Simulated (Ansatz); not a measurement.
Runs of Ansatz 0.2.0 on CdTe. The structure is cubic, space group F-43m (No. 216). The conventional cell has a = 6.410 Å, b = 6.410 Å, c = 6.410 Å, α = 90.00°, β = 90.00°, γ = 90.00°. Around Te (site symmetry -43m) lie 4 Cd at 2.78 Å. Cd (site symmetry -43m) is surrounded by 4 Te at 2.78 Å. 

| task | level | cell | smearing | gap on the mesh (eV) | pressure (GPa) | relaxed volume (Å³/atom) |
| --- | --- | --- | --- | --- | --- | --- |
| single point | PBE | as given | gaussian 0.028 eV | 0.87 | 4.2 | - |
| single point | PBE | as given | gaussian 0.025 eV | 0.87 | 4.2 | - |
| single point | PBE | as given | gaussian 0.026 eV | 0.87 | 4.2 | - |
| relaxation of cell and atoms | PBE+D4 | relaxed | fermi-dirac 0.05 eV | 0.72 | 0.0 | 34.57 |
| single point | PBE | as given | gaussian 0.027 eV | 0.87 | 4.2 | - |
| relaxation of cell and atoms | PBE+D3(BJ) | relaxed | fermi-dirac 0.05 eV | 0.72 | 0.0 | (a) |

Alike in all rows: potentials or basis Ansatz PAW; no spin polarisation; k mesh 7 × 7 × 7; cutoff (eV) 420.

Q: Estimate the missing entries.

A: (a) 34.59.

Caveats: odd divisions of the mesh miss points on the zone boundary, where band edges often lie, so the gap on the mesh can be too wide; spin-orbit coupling is left out, which moves the levels of the heavy elements; the plane-wave basis is chosen anew once the cell has moved, so the energies of steps on either side of that aren't comparable (some runs).

A k mesh can miss the band edges, and the runs leave out spin-orbit coupling on Cd, Te.
